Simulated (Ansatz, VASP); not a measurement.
KF in VASP and in Ansatz

```
K F
1.0
     0.00000    2.71024    2.71024
     2.71024    0.00000    2.71024
     2.71024    2.71024    0.00000
K F
1 1
Direct
  0.00000 0.00000 0.00000
  0.50000 0.50000 0.50000
```

Alike in both runs: functional PBE; k mesh 8 × 8 × 8; occupations gaussian, width 0.02 eV; no spin polarisation.

Ansatz relaxed the structure, and its values are those at the end. VASP's run is a single point on that final structure, the one shown.

|  | VASP | Ansatz |
| --- | --- | --- |
| version | VASP 6.6.1 | Ansatz 0.2.0 |
| potentials or method | VASP PAW PBE potentials, release 64 (K_sv, F) | scalar-relativistic, plane waves, PAW |
| plane-wave cutoff (eV) | 520 | 420 |
| valence electrons in the cell | 16 | 16 |

VASP gave:

- gap on the k mesh at the Fermi level (eV): 5.95
- least direct gap on the mesh (eV): 5.95
- pressure (GPa): 0.0

Estimate Ansatz's values.

gap on the k mesh at the Fermi level (eV): 5.96; least direct gap on the mesh (eV): 5.96; pressure (GPa): 0.0.

With one functional, cell and mesh, what is left measures potentials, basis and numerics.

A k mesh can miss the band edges.
